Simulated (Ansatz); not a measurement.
SiC (P6_3mc) from a database of computed structures, relaxed with r2SCAN in Ansatz. Space group P6_3mc (No. 186), hexagonal; conventional cell a = 3.075 Å, c = 5.048 Å, 10.34 Å³ an atom. Si is surrounded by 4 C at 1.88–1.90 Å; C is surrounded by 4 Si at 1.88–1.90 Å.

The axes x, y and z are those of this cell:
```
Si C
1.0
     3.07536    0.00000    0.00000
    -1.53768    2.66334    0.00000
     0.00000    0.00000    5.04811
Si C
2 2
Direct
  0.33333 0.66667 0.49959
  0.66667 0.33333 0.99959
  0.33333 0.66667 0.87541
  0.66667 0.33333 0.37541
```

Unstrained: PBE gives an indirect gap of 2.277 eV, from Γ to K; the least direct gap is 3.978 eV at M. r2SCAN gives an indirect gap of 2.653 eV, from Γ to K; the least direct gap is 4.476 eV at M. With HSE06 the valence top lies at Γ and the conduction bottom at K, 3.160 eV higher; the smallest vertical gap, at M, is 5.060 eV. Meshes: PBE 12×12×6, r2SCAN 12×12×6, HSE06 6×6×4. Strains are changes of length per length. After each strain the atoms were relaxed again with r2SCAN within the symmetry that the strain leaves, so tilts or polar shifts that break it weren't tested; points keep the names that they have in the unstrained zone. Spin-unpolarised throughout; all numbers are computed.

Q: Apply uniaxial -3.68 % along x, other directions held. How far does the gap move, against the unstrained cell?

A: PBE: the gap goes from 2.277 to 1.865 eV (-0.412 eV); the edges go from Γ → K to (0, -0.003, 0) → Γ–K (0.98); with r2SCAN the top three valence levels at Γ, grouped 2+1 from the top over 112 meV, become 1+1+1 over 519 meV. r2SCAN: the gap goes from 2.653 to 2.240 eV (-0.413 eV); the edges go from Γ → K to Γ → Γ–K (0.98). HSE06: the gap goes from 3.160 to 2.754 eV (-0.406 eV); the edges go from Γ → K to (0, -0.003, 0) → Γ–K (0.98). The r2SCAN energy rises by 24.9 meV an atom.

Q: Apply isotropic +0.44 % on every length. How far does the gap move, against the unstrained cell?

A: PBE: the gap goes from 2.277 to 2.301 eV (+0.024 eV). r2SCAN: the gap goes from 2.653 to 2.672 eV (+0.019 eV). HSE06: the gap goes from 3.160 to 3.180 eV (+0.020 eV). The r2SCAN energy rises by 1.3 meV an atom.

Where an edge lies off the special points, it is a point of the mesh or the k point where a search put PBE's edge or least direct gap, reused for the other functionals, whose own edges may lie a little apart.

The meshes of the hybrids are coarse, so their gaps aren't converged to the digits shown.

The splittings at Γ are without spin-orbit coupling, which regroups them where it is of like size or larger.
